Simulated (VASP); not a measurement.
Consider the following.

```
CELL_PARAMETERS angstrom
      6.35496     0.00000     0.00000
      0.00000     6.35496     0.00000
      0.00000     0.00000     6.35496
ATOMIC_POSITIONS crystal
  Cs 0.00000 0.00000 0.00000
  Pb 0.50000 0.50000 0.50000
  I  0.50000 0.00000 0.50000
  I  0.00000 0.50000 0.50000
  I  0.50000 0.50000 0.00000
```

These are PBE GGA, VASP's PBE PAW potentials (set 64) (plane waves; VASP) values and carry that method's errors. Settings: 520 eV cut-off, Gaussian smearing of 0.050 eV, potentials Cs_sv Pb_d I.

Unless said otherwise, spin-orbit coupling is left out, though it shifts the bands of the heavy elements here.

Give the energies of bands 13 to 25 at the high-symmetry points, in eV from the valence-band maximum.

```json
[
 {"band": "13", "Γ": "-6.89", "X": "-7.43", "M": "-7.96", "R": "-8.23"},
 {"band": "14", "Γ": "-3.49", "X": "-3.38", "M": "-3.24", "R": "-2.12"},
 {"band": "15", "Γ": "-3.49", "X": "-3.38", "M": "-2.26", "R": "-2.12"},
 {"band": "16", "Γ": "-3.49", "X": "-1.97", "M": "-1.64", "R": "-2.12"},
 {"band": "17", "Γ": "-1.30", "X": "-1.49", "M": "-1.64", "R": "-1.38"},
 {"band": "18", "Γ": "-1.30", "X": "-1.49", "M": "-1.55", "R": "-1.38"},
 {"band": "19", "Γ": "-1.30", "X": "-1.43", "M": "-1.55", "R": "-0.77"},
 {"band": "20", "Γ": "-1.18", "X": "-1.27", "M": "-1.39", "R": "-0.77"},
 {"band": "21", "Γ": "-1.18", "X": "-1.27", "M": "-0.78", "R": "-0.77"},
 {"band": "22", "Γ": "-1.18", "X": "-0.90", "M": "-0.45", "R": "0.00"},
 {"band": "23", "Γ": "3.08", "X": "2.18", "M": "1.85", "R": "1.42"},
 {"band": "24", "Γ": "4.14", "X": "4.52", "M": "1.85", "R": "1.42"},
 {"band": "25", "Γ": "4.14", "X": "4.80", "M": "4.79", "R": "1.42"}
]
```

The gap is direct, 1.42 eV, from the valence maximum at R to the conduction minimum at R.

The compound is CsPbI3 in the cubic perovskite structure, the ideal cubic form; the compound distorts at low or room temperature. It was relaxed first.
